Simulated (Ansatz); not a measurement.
A distorted cell of LaAlO3 (cubic perovskite):

```
LaAlO3
1.0
    7.62482     0.00000     0.00000
    3.81241     3.81241     0.00000
    0.00000     0.00000     3.81241
La Al O
2 2 6
Direct
  0.00000   0.00000   0.00000
  0.50000   0.00000   0.00000
  0.00000   0.50000   0.50000
  0.50000   0.50000   0.50000
  0.72692   0.54617   0.50000
  0.27308   0.45383   0.50000
  0.00000   0.50000   0.00000
  0.50000   0.50000   0.00000
  0.22692   0.00000   0.50000
  0.77308   0.00000   0.50000
```

Method: PBE (plane waves to 420 eV, PAW, scalar-relativistic; Ansatz, an electronic-structure program). k mesh 9×9×9 (Γ-centred), Fermi-Dirac smearing 0.05 eV. Stress and pressure are positive under compression. LaAlO3 is run without spin polarisation. LaAlO3 was relaxed with its symmetry unable to fall. This is a high-temperature form of LaAlO3.

Predict the force on every atom, in eV/Å.


```json
[
 {"atom": "La1", "Fx": "0.000", "Fy": "0.000", "Fz": "0.000"},
 {"atom": "La2", "Fx": "0.000", "Fy": "0.000", "Fz": "0.000"},
 {"atom": "Al3", "Fx": "0.000", "Fy": "0.000", "Fz": "0.000"},
 {"atom": "Al4", "Fx": "0.000", "Fy": "0.000", "Fz": "0.000"},
 {"atom": "O5", "Fx": "0.000", "Fy": "-0.070", "Fz": "0.000"},
 {"atom": "O6", "Fx": "0.000", "Fy": "0.070", "Fz": "0.000"},
 {"atom": "O7", "Fx": "0.000", "Fy": "0.000", "Fz": "0.000"},
 {"atom": "O8", "Fx": "0.000", "Fy": "0.000", "Fz": "0.000"},
 {"atom": "O9", "Fx": "0.070", "Fy": "0.000", "Fz": "0.000"},
 {"atom": "O10", "Fx": "-0.070", "Fy": "0.000", "Fz": "0.000"}
]
```

What is the stress tensor (GPa)?


```
   0.33     0.00     0.00
   0.00     0.33     0.00
   0.00     0.00     1.63
```
The pressure, a third of the trace, is 0.76 GPa.

(For displaced atoms, the force is minus the slope of the energy, and its curvature is a force constant, which sets phonon frequencies.)
